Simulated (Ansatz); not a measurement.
## How fast does H move in TaN?

Level of theory: DFT PBE, scalar-relativistic, plane waves, PAW (Ansatz). (420 eV cutoff, 4×5×5 k-mesh, shifted by half a step, Gaussian smearing of 0.10 eV, no spin polarisation)

Host crystal, relaxed:

```
Ta N
1.0
     2.95018    0.00000    0.00000
    -1.47509    2.55493    0.00000
     0.00000    0.00000    2.89777
Ta N
1 1
Direct
  0.33333 0.66667 0.50000
  0.00000 0.00000 0.00000
```

In a supercell of 16 host sites, interstitial H hops to an equivalent place, moving 2.89 Å. Climbing-image nudged elastic band at fixed cell; the order of the saddle wasn't checked, and the small cell leaves errors of about a tenth of an eV. Zero-point motion and tunnelling, which matter for H, are left out.

A cell with an odd number of electrons and no spin polarisation is a metal by construction and may be lower with spin. Spin-orbit coupling is left out, which matters for the bands and energies of heavy elements.

| image | path (Å) | E − E(0) (eV) |
| --- | --- | --- |
| 0 | 0.00 | 0.000 |
| 1 | 0.47 | 0.194 |
| 2 | 0.94 | 1.033 |
| 3 | 1.41 | 1.853 |
| 4 | 1.88 | 1.033 |
| 5 | 2.35 | 0.194 |
| 6 | 2.82 | 0.000 |

Question: What are the barriers forward and back, and what attempt frequency does the shape suggest?

Answer: Forward 1.85 eV, back 1.85 eV, the ends being level. For a sinusoidal profile E_b sin²(πx/l), with the H atom alone moving, ν = (1/l)√(E_b/2m) = 3.3×10¹³ s⁻¹, within an order of magnitude of the customary 10¹³ s⁻¹; a true prefactor needs the vibrations at the minimum and at the saddle.

Question: With ν = 10¹³ s⁻¹, give the forward jump rate along this one path, the wait 1/k for that jump, the diffusivity D ≈ l²k and the distance √(Dt) covered in an hour at 300, 600 and 1000 K, taking the host as solid throughout.

Answer: k = ν exp(−E_b/k_BT):
```tsv
T (K)	k (1/s)	wait (s)	D (cm²/s)	√(Dt) in 1 h (nm)
300	7.4×10⁻¹⁹	1.4×10¹⁸	6.2×10⁻³⁴	1.5×10⁻⁸
600	2.7×10⁻³	368	2.3×10⁻¹⁸	0.90
1000	4577	2.2×10⁻⁴	3.8×10⁻¹²	1174
```

D = l²k holds for six equivalent jumps in three dimensions (z l²k/6) and is a scale otherwise. Long-range transport needs a connected net of such jumps, and traps slow it. D is that of an interstitial already there. An error of 0.1 eV in the barrier changes k by a factor of 48 at 300 K and 3.2 at 1000 K.

Cost: 1 run of about 34 core-minutes, on Arm Neoverse V2 (shared hosts).